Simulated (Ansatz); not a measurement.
## BP under several functionals and dispersion corrections (calculated)

Starting cell:

```cif
data_structure
_symmetry_space_group_name_H-M 'F-43m'
_symmetry_Int_Tables_number 216
_cell_length_a 4.5380
_cell_length_b 4.5380
_cell_length_c 4.5380
_cell_angle_alpha 90.000
_cell_angle_beta 90.000
_cell_angle_gamma 90.000
_cell_volume 93.45
loop_
_atom_site_label
_atom_site_type_symbol
_atom_site_symmetry_multiplicity
_atom_site_Wyckoff_symbol
_atom_site_fract_x
_atom_site_fract_y
_atom_site_fract_z
_atom_site_occupancy
B1 B 4 a 0.00000 0.00000 0.00000 1
P1 P 4 c 0.25000 0.25000 0.25000 1
```

Ansatz, plane waves and PAW, scalar-relativistic (no spin–orbit coupling), 8×8×8 k-mesh. No spin polarisation. In the setting of the table the starting cell (space group F-43m) has 3.209 × 3.209 × 3.209 Å, angles 60.0 / 60.0 / 60.0°. Each functional was followed to zero pressure by scaling the cell, shape and atoms held, then fitted over four more volumes within ±4 % of it.

(1) What cell, stiffness and gap does each give?

Results:

(1) 
| functional | V0 (Å³/atom) | cell | B0 (GPa) | B′ from the pressures | gap on the mesh | cutoff (eV) |
| --- | --- | --- | --- | --- | --- | --- |
| PBEsol + D3(BJ) | 11.30 | 3.174 × 3.174 × 3.174 Å, angles 60.0 / 60.0 / 60.0° | 175 | 3.8 | 1.13 eV | 420 |
| BLYP | 12.13 | 3.250 × 3.250 × 3.250 Å, angles 60.0 / 60.0 / 60.0° | 148 | 3.9 | 1.57 eV | 420 |
| LDA | 11.32 | 3.175 × 3.175 × 3.175 Å, angles 60.0 / 60.0 / 60.0° | 176 | 3.8 | 1.18 eV | 420 |
| RPBE | 11.97 | 3.235 × 3.235 × 3.235 Å, angles 60.0 / 60.0 / 60.0° | 155 | 3.8 | 1.33 eV | 420 |
| PBEsol | 11.55 | 3.196 × 3.196 × 3.196 Å, angles 60.0 / 60.0 / 60.0° | 169 | 3.8 | 1.15 eV | 420 |

The volumes span 7.3 %, from PBEsol + D3(BJ) to BLYP. The stiffness doesn't follow the volume steadily: stiffest LDA (176 GPa at 11.32 Å³/atom), softest BLYP (148 GPa at 12.13 Å³/atom), yet LDA is stiffer than PBEsol + D3(BJ) in a larger cell (176 against 175 GPa). Adding D3(BJ) to PBEsol pulls the cell in by 2.1 %.

Caveats: gaps at these levels are rough, and mostly too small.

Points behind the fit for RPBE:

```csv
V (Å³/atom),E − Emin (meV/atom),P (GPa)
11.492,9.92,6.86
11.731,2.42,3.27
11.971,0.00,0.00
12.210,2.25,-2.96
12.449,8.72,-5.65
```
